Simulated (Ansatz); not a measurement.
(001) slab cut from the bulk of Cu, 15 Å of vacuum:

```xyz
5
Lattice="2.5680 0.0000 0.0000 -1.2840 2.2240 0.0000 0.0000 0.0000 23.3871" Properties=species:S:1:pos:R:3 pbc="T T T"
Cu    0.0000    1.4826    7.5000
Cu    1.2840    0.7413    9.5968
Cu    0.0000    1.4826   11.6935
Cu    1.2840    0.7413   13.7903
Cu    0.0000    1.4826   15.8871
```

Computed with DFT PBE, scalar-relativistic, plane waves, PAW (Ansatz). Cutoff 420 eV; k points 15×15×1 on the computed 5-atom cell (Γ-centred); Gaussian smearing, width 0.10 eV; no spin polarisation. A dipole correction removes the field between periodic images along c.

This base run converges in 9 iterations with a largest force of 0.069 eV/Å and a work function of 4.81 eV on the top face.

One setting at a time is then changed, some of them on purpose to poor values; changes count from the base run, energies are extrapolated to zero smearing, γ keeps the base's bulk energy, atoms stay where they are, and risky runs are capped at 50 to 100 iterations.

(1) What does each change do? no dipole correction, vacuum of 5 Å; cutoff 120 eV; cutoff 360 eV; cutoff 550 eV; cutoff 300 eV; spin: collinear; mixing β = 0.9; occupations gaussian 0.01 eV.

The smearing is narrow for a metal on this mesh. In some of the runs (cutoff 120, cutoff 300) charge leaks into the vacuum, so their work functions can be off.

## Answers

(1)
```csv
change,outcome,SCF iterations,ΔE (meV/atom),Δγ (J/m²),Δφ top (eV),largest force (eV/Å),largest change of a force (eV/Å)
"no dipole correction, vacuum of 5 Å",converged,9,-3.8,-0.027,,0.070,0.022
cutoff 120 eV,converged with warnings,17,+269876.6,,,4.809,4.862
cutoff 360 eV,converged with warnings,9,+5.6,,0.00,0.069,0.002
cutoff 550 eV,converged,11,-3.0,,0.00,0.069,0.002
cutoff 300 eV,converged with warnings,10,+267.3,,0.00,0.080,0.107
spin: collinear,converged with warnings,17,0.0,0.000,0.00,0.069,0.000
mixing β = 0.9,converged,9,0.0,0.000,0.00,0.069,0.000
occupations gaussian 0.01 eV,converged,15,+0.1,+0.001,0.00,0.071,0.002
```

The reference crystal is a form of Cu, which isn't its usual structure.

Cost: 9 runs of about 4.7 core-minutes in all, on Intel Xeon Platinum 8259CL (Skylake/Cascade Lake) (shared hosts).